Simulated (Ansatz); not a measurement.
# SnSe (Fm-3m) in Ansatz: further runs, part 2 of 2

Ansatz 0.2.0. Earlier steps stand in the parts before.

**3. Band structure, PBEsol, spin-orbit coupling, no magnetisation**

File input.yaml:

```yaml
crystal:
  lattice:
    - [0.0, 3.01, 3.01]
    - [3.01, 0.0, 3.01]
    - [3.01, 3.01, 0.0]
  atoms:
    - { symbol: Sn, position: [0.0, 0.0, 0.0] }
    - { symbol: Se, position: [0.5, 0.5, 0.5] }
kpoints:
  mp_grid: { grid: [6, 6, 6] }
  band_path:
    path:
      - [0.0, 0.0, 0.0]
      - [0.5, 0.0, 0.5]
      - [0.5, 0.25, 0.75]
      - [0.375, 0.375, 0.75]
      - [0.0, 0.0, 0.0]
      - [0.5, 0.5, 0.5]
      - [0.625, 0.25, 0.625]
      - [0.5, 0.25, 0.75]
    npoints: 6
scf:
  occupations: { method: fermi_dirac, width: 0.05 }
hamiltonian:
  xc: pbesol
  pseudopotentials: { kind: all_electron, lapw: { basis_error: 0.001 } }
magnetization:
  noncollinear: true
  spin_orbit: true
output:
  forces: true
  stress: true
  eigenvalues: true
```

Potentials or basis: all-electron LAPW, relativistic spinors.

Command:

```
ansatz run input.yaml --threads 1 --pin off --max-ram 3072MiB --backend cpu --events-out ev --progress --plain --runs-dir out
```

The log of the run:

```text
Warning: RAYON_NUM_THREADS=1 ignored (pool sized by the plan → 1); use --threads N
LAPW: plane waves up to 7.063 Å⁻¹, error target 1.0e-3 eV per atom; Dirac's equation on spinors; Se in spheres of 1.433 Å, 24 of its electrons in bands; Sn in spheres of 1.577 Å, 22 of its electrons in bands (how accurate: hamiltonian.pseudopotentials.lapw.basis_error, Limitations)
Engine: ansatz 0.2.0, x86_64-unknown-linux-gnu
Pseudopotentials: kind: all_electron
Pseudopotential: Sn, LAPW, valence charge 22, lapw/all_electron/dirac/gaussian/Sn, Dirac's equation, gaussian nucleus
Pseudopotential: Se, LAPW, valence charge 24, lapw/all_electron/dirac/gaussian/Se, Dirac's equation, gaussian nucleus
Functional definition: PBEsol
  exchange = pbesol_x
  correlation = pbesol_c
non-collinear run that drives no moment, with spin-orbit: no starting moment large enough to seed its density (crystal.atoms[].spin), no starting occupations that ask for one, no magnetisation constraint and no magnetic field, so the semilocal B_xc is pinned to zero
Crystal: 2 atoms, lattice volume = 54.542 Å³
Basis set: ecut = 190.06908421932673 eV, 331 PW (Γ), exchange–correlation at level 2
Bands: 56, of which v1, the nominal top of the filled ones, is band 46 counted from 1 (45 counted from 0)
Symmetry: 48 space group operations + 48 with time reversal
Magnetic group: BNS 225.117 (UNI 1619), of the structure as read, at distance tolerance 3.8e-5 Å
k-points: 16 of 216
Non-local potential: Sn, projectors of the file, none
Non-local potential: Se, projectors of the file, none
Initial density: superposition of atomic densities (chi_scale 0.1, normalization cell, long waves kept (reshape's long-wave potential 0.00 eV rms))
Initial wavefunctions: plane waves of lowest kinetic energy (no species holds an atomic orbital)
Functional: x = pbesol(κ = 0.804, μ = 0.12345679012345678), c = pbesol(β = 0.046)
iter 1 solved again at ethr=1.02e-3 eV; its pass at ethr=1.00e-1 eV (dr2=4.68e-1 eV) is discarded
SCF iter   1: F=—  HF=-234150.003133 eV  |F-HF|=—  |Δ(HF+E_count)|=         —  Δρ=1.95e-2  dr2=4.68e-1  dr2_m=0.00e0 (ungated)  ethr=1.02e-3  |M|=0.00e0 ∫|m|=0.00e0 μB  β_m=0.30  ⟨swp⟩=2.2  Hψ=5646  notcnv=0
preconditioner: auto → none  [insulator: Δε(μ)=0.539 eV  Ē_g=18.038 eV  σ=0.050 eV  W_gap=0.99  n_scr=14 (ndim 8)  ℏωp=22.5 eV  f_vac=0.041  D(μ)=0.01/eV (n_scr^D=0)  ε∞_Penn≈2.6]
SCF iter   2: F=—  HF=-234149.854020 eV  |F-HF|=—  |Δ(HF+E_count)|=   1.49e-1  Δρ=7.53e-3  dr2=5.46e-2  dr2_m=0.00e0 (ungated)  ethr=1.02e-3  |M|=0.00e0 ∫|m|=0.00e0 μB  β_m=0.36  ⟨swp⟩=2.1  Hψ=2820  notcnv=0
SCF iter   3: F=—  HF=-234149.843728 eV  |F-HF|=—  |Δ(HF+E_count)|=   1.03e-2  Δρ=3.18e-3  dr2=6.20e-3  dr2_m=0.00e0 (ungated)  ethr=1.19e-4  |M|=0.00e0 ∫|m|=0.00e0 μB  β_m=0.51  ⟨swp⟩=2.0  Hψ=2666  notcnv=0
iter 4 solved again at ethr=4.22e-7 eV; its pass at ethr=1.35e-5 eV (dr2=1.94e-4 eV) is discarded
SCF iter   4: F=—  HF=-234149.843687 eV  |F-HF|=—  |Δ(HF+E_count)|=   4.07e-5  Δρ=6.27e-4  dr2=1.94e-4  dr2_m=0.00e0 (ungated)  ethr=4.22e-7  |M|=0.00e0 ∫|m|=0.00e0 μB  β_m=0.55  ⟨swp⟩=2.0  Hψ=4484  notcnv=0
SCF iter   5: F=—  HF=-234149.843746 eV  |F-HF|=—  |Δ(HF+E_count)|=   5.85e-5  Δρ=6.82e-5  dr2=2.92e-6  dr2_m=0.00e0 (ungated)  ethr=4.22e-7  |M|=0.00e0 ∫|m|=0.00e0 μB  β_m=0.64  ⟨swp⟩=2.1  Hψ=2660  notcnv=0
SCF iter   6: F=—  HF=-234149.843746 eV  |F-HF|=—  |Δ(HF+E_count)|=   5.69e-7  Δρ=9.97e-6  dr2=4.34e-8  dr2_m=0.00e0 (ungated)  ethr=6.35e-9  |M|=0.00e0 ∫|m|=0.00e0 μB  β_m=0.59  ⟨swp⟩=2.4  Hψ=2670  notcnv=0
SCF iter   7: F=-234149.843746 eV  HF=-234149.843746 eV  |F-HF|=4.60e-9  |Δ(HF+E_count)|=   1.41e-7  Δρ=3.22e-6  dr2=3.72e-9  dr2_m=0.00e0 (ungated)  ethr=9.44e-11  |M|=0.00e0 ∫|m|=0.00e0 μB  ⟨swp⟩=2.8  Hψ=2746  notcnv=0
SCF 1 converged in 7 iterations: F = -234149.843746 eV  dr2 = 3.72e-9
NSCF: frozen V_eff on 43 k-points
SCF converged after 7 iterations
Magnetization: |M| = 0.0000 μB,  M = (+0.0000, +0.0000, +0.0000) μB
Absolute magnetization: 0.0000 μB (∫|m|)
  site 0: m = (+0.0000, +0.0000, +0.0000) μB, |m| = 0.0000 μB  (R = 1.58 Å)
  site 1: m = (+0.0000, +0.0000, +0.0000) μB, |m| = 0.0000 μB  (R = 1.43 Å)
Free energy (F): -234149.843746 eV
Harris-Foulkes:  -234149.843746 eV  (|F-HF|=4.60e-9)
Internal energy: -234149.843718 eV  (E = F + TS)
E sigma→0 (E₀):  -234149.843732 eV
Entropy (-TS):   -0.000028 eV (-0.014 meV/atom)
Fermi energy:    10.868200 eV
--- Per-component energies (eV) ---
  E_band       = -2329.116119
  E_kinetic    = 244601.096617
  E_xc         = -6773.895134
  E_electrostatic = -471977.045201  (all electrons and nuclei)
  E_smearing   = -0.000028  (= −TS)
  E_closure    = 0.000000  (closes the sum)
  E_atoms      = -234140.875404  (free atoms, spherical and without spin; not in F)
  Σ components = -234149.843746   (vs F -234149.843746, Δ=0.00e0)
  Basis errors (estimates in eV, not in F): energy 3.6e-4 per atom: plane waves 3.2e-4 (1.8e-4 summed), levels above the bands 3.8e-51, relativity 4.4e-8, radial functions 4.5e-5, core shells 8.7e-10; eigenvalues (radial functions only) 4.4e-6; not estimated: angular momenta, meshes, grids; target (lapw.basis_error) 1.0e-3; muffin-tin radii Se 1.433 Å, Sn 1.577 Å
--- Forces (eV/Å), atoms counted from 1 ---
  atom   1  Sn     0.00000000     0.00000000    -0.00000000
  atom   2  Se    -0.00000000    -0.00000000    -0.00000000
  max |Σ_I F_I| component: 1.03e-29 eV/Å
--- Stress (GPa, compression-positive) ---
       -2.291617      -0.000000      -0.000000
       -0.000000      -2.291617      -0.000000
       -0.000000      -0.000000      -2.291617
  P = ⅓ Tr σ = -2.2916 GPa (-22.916 kbar)
--- Band table (eV; the first three rows and the last of 16) ---
  k-point 0: bands = ["-196.9849", "-196.9849", "-140.6502", "-140.6502", "-134.7774", "-134.7774", "-134.7774", "-134.7774", "-118.6640", "-118.6640", "-79.7958", "-79.7958", "-72.2015", "-72.2015", "-72.2015", "-72.2015", "-37.6253", "-37.6253", "-37.6253", "-37.6253", "-36.7314", "-36.7314", "-36.7314", "-36.7314", "-36.7304", "-36.7304", "-11.4633", "-11.4633", "-11.4633", "-11.4633", "-10.4231", "-10.4231", "-10.4231", "-10.4231", "-10.4227", "-10.4227", "-3.2431", "-3.2431", "5.5444", "5.5444", "8.1554", "8.1554", "8.5986", "8.5986", "8.5986", "8.5986", "14.3929", "14.3929", "15.1927", "15.1927", "15.1927", "15.1927", "16.4482", "16.4482", "16.4482", "16.4482"]
  k-point 1: bands = ["-196.9849", "-196.9849", "-140.6502", "-140.6502", "-134.7774", "-134.7774", "-134.7774", "-134.7774", "-118.6640", "-118.6640", "-79.7958", "-79.7958", "-72.2016", "-72.2016", "-72.2016", "-72.2016", "-37.6253", "-37.6253", "-37.6253", "-37.6253", "-36.7314", "-36.7314", "-36.7314", "-36.7314", "-36.7304", "-36.7304", "-11.4635", "-11.4635", "-11.4620", "-11.4620", "-10.4248", "-10.4248", "-10.4215", "-10.4215", "-10.4207", "-10.4207", "-3.0527", "-3.0527", "4.6252", "4.6252", "8.3042", "8.3042", "8.6282", "8.6282", "9.1916", "9.1916", "13.3198", "13.3198", "13.8618", "13.8618", "14.0210", "14.0210", "16.4405", "16.4405", "17.0880", "17.0880"]
  k-point 2: bands = ["-196.9849", "-196.9849", "-140.6502", "-140.6502", "-134.7774", "-134.7774", "-134.7774", "-134.7774", "-118.6640", "-118.6640", "-79.7958", "-79.7958", "-72.2016", "-72.2016", "-72.2016", "-72.2016", "-37.6253", "-37.6253", "-37.6252", "-37.6252", "-36.7314", "-36.7314", "-36.7313", "-36.7313", "-36.7304", "-36.7304", "-11.4639", "-11.4639", "-11.4593", "-11.4593", "-10.4282", "-10.4282", "-10.4184", "-10.4184", "-10.4165", "-10.4165", "-2.5973", "-2.5973", "3.2292", "3.2292", "8.4598", "8.4598", "8.7324", "8.7324", "10.0480", "10.0480", "11.9096", "11.9096", "12.3474", "12.3474", "12.6178", "12.6178", "17.2994", "17.2994", "18.7277", "18.7277"]
  k-point 15: bands = ["-196.9849", "-196.9849", "-140.6502", "-140.6502", "-134.7774", "-134.7774", "-134.7774", "-134.7774", "-118.6640", "-118.6640", "-79.7958", "-79.7958", "-72.2016", "-72.2016", "-72.2016", "-72.2016", "-37.6252", "-37.6252", "-37.6252", "-37.6252", "-36.7314", "-36.7314", "-36.7314", "-36.7314", "-36.7303", "-36.7303", "-11.4632", "-11.4632", "-11.4599", "-11.4599", "-10.4321", "-10.4321", "-10.4215", "-10.4215", "-10.4099", "-10.4099", "-2.0112", "-2.0112", "3.8914", "3.8914", "5.4985", "5.4985", "6.3870", "6.3870", "8.8772", "8.8772", "13.2206", "13.2206", "14.5857", "14.5857", "15.9742", "15.9742", "16.7163", "16.7163", "19.4244", "19.4244"]
```

Run time: 37 s. Hardware: 1 thread of Intel Xeon Platinum 8488C (Sapphire Rapids), shared host; peak memory 0.45 GiB.

What came out:

```yaml
Free_energy: -234149.8437 eV
Pressure: -2.3 GPa
Band_gap_along_the_path: 0.35 eV, direct
```

Levels at the corners of the path, in eV from the valence-band top:
| point | band 44 | band 45 | band 46 | band 47 | band 48 | band 49 |
| --- | --- | --- | --- | --- | --- | --- |
| Γ | -1.97 | -1.97 | -1.97 | 3.82 | 3.82 | 4.62 |
| X | -3.71 | -3.45 | -3.45 | 3.01 | 3.01 | 5.10 |
| W | -4.65 | -0.74 | -0.74 | 1.51 | 1.51 | 4.75 |
| K | -3.12 | -2.40 | -2.40 | 3.19 | 3.19 | 3.71 |
| Γ | -1.97 | -1.97 | -1.97 | 3.82 | 3.82 | 4.62 |
| L | -1.75 | -0.05 | -0.05 | 0.65 | 0.65 | 1.13 |
| U | -3.12 | -2.40 | -2.40 | 3.19 | 3.19 | 3.71 |
| W | -4.65 | -0.74 | -0.74 | 1.51 | 1.51 | 4.75 |

**4. Band structure, PBEsol**

Changes to input.yaml since step 3:

```diff
@@ -9,3 +9,3 @@
 kpoints:
-  mp_grid: { grid: [6, 6, 6] }
+  mp_grid: { grid: [8, 8, 8] }
   band_path:
@@ -26,5 +26,2 @@
   pseudopotentials: { kind: all_electron, lapw: { basis_error: 0.001 } }
-magnetization:
-  noncollinear: true
-  spin_orbit: true
 output:
```

Potentials or basis: all-electron LAPW, scalar-relativistic.

Command:

```
ansatz run input.yaml --threads 1 --pin off --max-ram 3072MiB --backend cpu --events-out ev --progress --plain --runs-dir out
```

It took 9.8 s on 1 thread of Arm Neoverse V1, shared host; peak memory 0.24 GiB.

It converged, with:

- Free energy: -234096.7018 eV
- Pressure: -1.9 GPa
- Band gap along the path: 0.29 eV, direct

Levels at the corners of the path, in eV from the valence-band top:
| point | band 19 | band 20 | band 21 | band 22 | band 23 | band 24 | band 25 | band 26 | band 27 | band 28 |
| --- | --- | --- | --- | --- | --- | --- | --- | --- | --- | --- |
| Γ | -13.85 | -5.08 | -2.15 | -2.15 | -2.15 | 4.32 | 4.32 | 4.32 | 5.84 | 5.84 |
| X | -12.64 | -6.01 | -5.47 | -3.61 | -3.61 | 2.95 | 5.35 | 5.35 | 5.96 | 10.51 |
| W | -12.61 | -6.90 | -4.70 | -4.70 | -0.77 | 1.48 | 4.74 | 4.74 | 7.20 | 7.20 |
| K | -12.64 | -7.00 | -5.06 | -3.14 | -2.46 | 3.22 | 3.62 | 5.24 | 5.32 | 9.82 |
| Γ | -13.85 | -5.08 | -2.15 | -2.15 | -2.15 | 4.32 | 4.32 | 4.32 | 5.84 | 5.84 |
| L | -12.91 | -8.05 | -1.91 | -1.91 | -0.06 | 0.59 | 1.25 | 1.25 | 8.15 | 10.08 |
| U | -12.64 | -7.00 | -5.06 | -3.14 | -2.46 | 3.22 | 3.62 | 5.24 | 5.32 | 9.82 |
| W | -12.61 | -6.90 | -4.70 | -4.70 | -0.77 | 1.48 | 4.74 | 4.74 | 7.20 | 7.20 |

Caveat: spin-orbit coupling is left out, which moves the levels of the heavy elements.

**5. Band structure, PBEsol**

Changes to input.yaml since step 4:

```diff
@@ -25,3 +25,6 @@
   xc: pbesol
-  pseudopotentials: { kind: all_electron, lapw: { basis_error: 0.001 } }
+  pseudopotentials:
+    kind: all_electron
+    lapw: { basis_error: 0.001 }
+    relativity: none
 output:
```

Potentials or basis: all-electron LAPW, non-relativistic.

Command:

```
ansatz run input.yaml --threads 1 --pin off --max-ram 3072MiB --backend cpu --events-out ev --progress --plain --runs-dir out
```

Run time: 9.2 s. Hardware: 1 thread of Arm Neoverse V1, shared host; peak memory 0.27 GiB.

The run converged. Its results:

| Property | Result |
| --- | --- |
| Free energy | -229178.5140 eV |
| Pressure | -1.5 GPa |
| Band gap along the path | 0.25 eV, direct |

Levels at the corners of the path, in eV from the valence-band top:
| point | band 21 | band 22 | band 23 | band 24 | band 25 | band 26 |
| --- | --- | --- | --- | --- | --- | --- |
| Γ | -2.47 | -2.47 | -2.47 | 4.14 | 4.14 | 4.14 |
| X | -5.35 | -3.93 | -3.93 | 2.52 | 5.17 | 5.17 |
| W | -5.02 | -5.02 | -0.82 | 1.30 | 4.43 | 4.43 |
| K | -5.38 | -3.46 | -2.47 | 3.03 | 3.38 | 4.93 |
| Γ | -2.47 | -2.47 | -2.47 | 4.14 | 4.14 | 4.14 |
| L | -2.26 | -2.26 | -0.19 | 0.93 | 0.99 | 0.99 |
| U | -5.38 | -3.46 | -2.47 | 3.03 | 3.38 | 4.93 |
| W | -5.02 | -5.02 | -0.82 | 1.30 | 4.43 | 4.43 |

Caveat: relativity is left out, which matters for the heavier elements; spin-orbit coupling is left out, which moves the levels of the heavy elements.

**6. Band structure, PBEsol**

Changes to input.yaml since step 5:

```diff
@@ -25,6 +25,3 @@
   xc: pbesol
-  pseudopotentials:
-    kind: all_electron
-    lapw: { basis_error: 0.001 }
-    relativity: none
+  pseudopotentials: { kind: all_electron, datasets: crystal }
 output:
```

Potentials or basis: all-electron PAW datasets made for the crystal.

Command:

```
ansatz run input.yaml --threads 1 --pin off --max-ram 3072MiB --backend cpu --events-out ev --progress --plain --runs-dir out
```

It took 6.9 s on 1 thread of Arm Neoverse V1, shared host; peak memory 0.36 GiB.

Results (log left out):

```
Free energy             : -234096.7023 eV
Pressure                : -1.9 GPa
Band gap along the path : 0.29 eV, direct
```

Levels at the corners of the path, in eV from the valence-band top:
| point | band 6 | band 7 | band 8 | band 9 | band 10 | band 11 | band 12 | band 13 | band 14 |
| --- | --- | --- | --- | --- | --- | --- | --- | --- | --- |
| Γ | -13.85 | -5.08 | -2.15 | -2.15 | -2.15 | 4.32 | 4.32 | 4.32 | 5.84 |
| X | -12.64 | -6.01 | -5.47 | -3.61 | -3.61 | 2.95 | 5.35 | 5.35 | 5.96 |
| W | -12.61 | -6.90 | -4.70 | -4.70 | -0.77 | 1.48 | 4.74 | 4.74 | 7.20 |
| K | -12.64 | -7.00 | -5.06 | -3.14 | -2.46 | 3.22 | 3.62 | 5.24 | 5.32 |
| Γ | -13.85 | -5.08 | -2.15 | -2.15 | -2.15 | 4.32 | 4.32 | 4.32 | 5.84 |
| L | -12.91 | -8.05 | -1.91 | -1.91 | -0.06 | 0.59 | 1.25 | 1.25 | 8.15 |
| U | -12.64 | -7.00 | -5.06 | -3.14 | -2.46 | 3.22 | 3.62 | 5.24 | 5.32 |
| W | -12.61 | -6.90 | -4.70 | -4.70 | -0.77 | 1.48 | 4.74 | 4.74 | 7.20 |

Caveat: spin-orbit coupling is left out, which moves the levels of the heavy elements.

**7. Band structure, PBEsol**

Changes to input.yaml since step 6:

```diff
@@ -25,3 +25,6 @@
   xc: pbesol
-  pseudopotentials: { kind: all_electron, datasets: crystal }
+  pseudopotentials:
+    kind: all_electron
+    lapw: { basis_error: 0.001 }
+    dirac_shells: { Se: ["3p"], Sn: ["3p", "3d"] }
 output:
```

Potentials or basis: all-electron LAPW, inner shells corrected to Dirac's equation.

Command:

```
ansatz run input.yaml --threads 1 --pin off --max-ram 3072MiB --backend cpu --events-out ev --progress --plain --runs-dir out
```

Run time: 9.5 s. Hardware: 1 thread of Arm Neoverse V1, shared host; peak memory 0.27 GiB.

The run converged. Its results:

| Item | Value |
| --- | --- |
| Free energy | -234148.2687 eV |
| Pressure | -1.9 GPa |
| Band gap along the path | 0.29 eV, direct |

Levels at the corners of the path, in eV from the valence-band top:
```tsv
point	band 19	band 20	band 21	band 22	band 23	band 24	band 25	band 26	band 27	band 28
Γ	-13.85	-5.08	-2.15	-2.15	-2.15	4.32	4.32	4.32	5.84	5.84
X	-12.64	-6.01	-5.47	-3.62	-3.62	2.95	5.35	5.35	5.96	10.51
W	-12.61	-6.90	-4.70	-4.70	-0.77	1.48	4.74	4.74	7.20	7.20
K	-12.64	-7.00	-5.06	-3.14	-2.46	3.22	3.62	5.24	5.32	9.82
Γ	-13.85	-5.08	-2.15	-2.15	-2.15	4.32	4.32	4.32	5.84	5.84
L	-12.92	-8.05	-1.91	-1.91	-0.06	0.59	1.25	1.25	8.15	10.08
U	-12.64	-7.00	-5.06	-3.14	-2.46	3.22	3.62	5.24	5.32	9.82
W	-12.61	-6.90	-4.70	-4.70	-0.77	1.48	4.74	4.74	7.20	7.20
```

Caveat: spin-orbit coupling is left out, which moves the levels of the heavy elements.

**8. Overview**

```tsv
potentials or basis	spin	k mesh	cutoff (eV)	basis error allowed	pressure (GPa)
all-electron LAPW, scalar-relativistic	off	6 × 6 × 6	190	0.001 eV/atom	-2.3
all-electron LAPW, relativistic spinors	SOC, no magnetisation	6 × 6 × 6	190	0.001 eV/atom	-2.3
all-electron LAPW, scalar-relativistic	off	8 × 8 × 8	190	0.001 eV/atom	-1.9
all-electron LAPW, non-relativistic	off	8 × 8 × 8	189	0.001 eV/atom	-1.5
all-electron PAW datasets made for the crystal	off	8 × 8 × 8	240	-	-1.9
all-electron LAPW, inner shells corrected to Dirac's equation	off	8 × 8 × 8	190	0.001 eV/atom	-1.9
```

Alike in all rows: task band structure; level PBEsol; cell as given; smearing fermi-dirac 0.05 eV.

Caveats: spin-orbit coupling is left out, which moves the levels of the heavy elements (some runs); relativity is left out, which matters for the heavier elements (some runs).

Compare energies only between runs with the same functional and basis.
